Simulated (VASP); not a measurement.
Set up this calculation in VASP 6.6.1, as the native input.

```
Task                   : relaxation of cell and atoms
Functional             : rev-vdW-DF2
Potentials or basis    : VASP PAW PBE potentials, release 64 (Te, Mo_sv)
Cutoff                 : 600 eV
k mesh                 : 9 × 9 × 2
Occupations            : gaussian, width 0.03 eV
Spin                   : no spin polarisation
Further INCAR settings : ALGO = Normal; EDIFF = 1e-07; IBRION = 2; EDIFFG = -0.005; NSW = 90; ISIF = 3
```

The structure of Te2Mo lies in POSCAR:

```
Te2Mo                                   
1.0
    3.5332883511      0.0000000000     -0.0000000000
   -1.7666441755      3.0599174710     -0.0000000000
    0.0000000000     -0.0000000000     14.0481528708
  Te              Mo            
     4     2
Direct
     0.3333333332999970    0.6666666667000030    0.6207380608200002
     0.6666666667000030    0.3333333332999970    0.1207380608200001
     0.3333333332999970    0.6666666667000030    0.8792619391799998
     0.6666666667000030    0.3333333332999970    0.3792619391799999
     0.3333333332999970    0.6666666667000030    0.2500000000000000
     0.6666666667000030    0.3333333332999970    0.7500000000000000
```

These files were run (other wordings do the same):

INCAR

```
SYSTEM = Te2Mo
AGGAC = 0.0
ALGO = Normal
EDIFF = 1E-7
EDIFFG = -0.005
ENCUT = 600
GGA = MK
IBRION = 2
ISIF = 3
ISMEAR = 0
KPAR = 2
LASPH = .TRUE.
LCHARG = .FALSE.
LREAL = .FALSE.
LUSE_VDW = .TRUE.
LWAVE = .FALSE.
NELM = 80
NSW = 90
PARAM1 = 0.1234
PARAM2 = 0.711357
PREC = Accurate
SIGMA = 0.03
ZAB_VDW = -1.8867
```

KPOINTS

```
k-points
0
G
  9 9 2
  0 0 0
```

Potentials or basis: VASP PAW PBE potentials, release 64 (Te, Mo_sv).

Launch:

```console
$ cat potpaw_PBE.64/Te/POTCAR potpaw_PBE.64/Mo_sv/POTCAR > POTCAR
$ mpirun -np 2 vasp_std > vasp.out
```

It gave:

```yaml
Relaxed_volume: 25.37 Å³/atom
Relaxed_cell: a = 3.535 Å, b = 3.535 Å, c = 14.067 Å, α = 90.00°, β = 90.00°, γ = 120.00°
Space_group_after_relaxing_to_0.05_Å: P6_3/mmc (No. 194)
Energy_gained_by_relaxing: 0.0 meV/atom
Ionic_steps: 7
Pressure_after_relaxing: 0.0 GPa
Band_gap_on_the_k_mesh: 0.77 eV, indirect (least direct gap 1.02 eV)
```

Caveat: the PAW data sets were made with another functional, which shifts forces and pressure a little; spin-orbit coupling is left out, which moves the levels of the heavy elements; an odd mesh through Γ misses points on the zone boundary, where band edges often lie.

Wall time 15 min on 2 MPI ranks on Intel(R) Xeon(R) Platinum 8488C (Sapphire Rapids), on a shared host, peak memory 0.78 GiB a rank.
